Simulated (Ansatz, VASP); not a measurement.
# One calculation of BeTe, two programs

The input INCAR:

```
SYSTEM = BeTe
ALGO     = Normal         ! electronic algorithm
EDIFF    = 1E-6           ! SCF threshold, eV
ENCUT    = 520            ! plane-wave cutoff, eV
GGA      = PE             ! functional
ISIF     = 2              ! what is computed and relaxed
ISMEAR   = 0              ! smearing method
LASPH    = .True.         ! aspherical terms in the spheres
LCHARG   = .False.        ! write CHGCAR
LREAL    = .False.        ! projectors in reciprocal space
LWAVE    = .False.        ! write WAVECAR
NBANDS   = 11             ! bands
NELM     = 60             ! most SCF steps
PREC     = Accurate       ! precision mode
SIGMA    = 0.02           ! smearing width, eV
```

KPOINTS

```
k-points
0
Gamma
  8 8 8
  0 0 0
```

Contents of POSCAR:

```
BeTe
1.0
    0.0000000000      2.7442338331      2.7442338331
    2.7442338331      0.0000000000      2.7442338331
    2.7442338331      2.7442338331      0.0000000000
Be Te
1 1
Direct
    0.0000000000      0.0000000000      0.0000000000
    0.2500000000      0.2500000000      0.2500000000
```

Input for Ansatz:

```yaml
crystal:
  lattice:
    - [0.0, 2.7442338331, 2.7442338331]
    - [2.7442338331, 0.0, 2.7442338331]
    - [2.7442338331, 2.7442338331, 0.0]
  atoms:
    - { symbol: Be, position: [0.0, 0.0, 0.0] }
    - { symbol: Te, position: [0.25, 0.25, 0.25] }
basis:
  ecutwfc: 420
kpoints:
  mp_grid: { grid: [8, 8, 8] }
hamiltonian:
  xc: pbe
scf:
  occupations: { method: gaussian, width: 0.02 }
output:
  forces: true
  stress: true
  eigenvalues: true
```

Alike in both runs: task single point; functional PBE; k mesh 8 × 8 × 8; occupations gaussian, width 0.02 eV; no spin polarisation.

```csv
,VASP,Ansatz
version,VASP 6.6.1,Ansatz 0.2.0
potentials or method,"VASP PAW PBE potentials, release 64 (Be, Te)","scalar-relativistic, plane waves, PAW"
plane-wave cutoff (eV),520,420
valence electrons in the cell,8,18
```

```tsv
	VASP	Ansatz	Ansatz less VASP
gap on the k mesh at the Fermi level (eV)	1.77	1.79	+0.019
least direct gap on the mesh (eV)	3.53	3.56	+0.023
pressure (GPa)	6.6	6.4	-0.21
```

The two sets of potentials don't hold the same shells in valence.

Caveats: spin-orbit coupling is left out, which moves the levels of the heavy elements. A k mesh can miss the band edges.
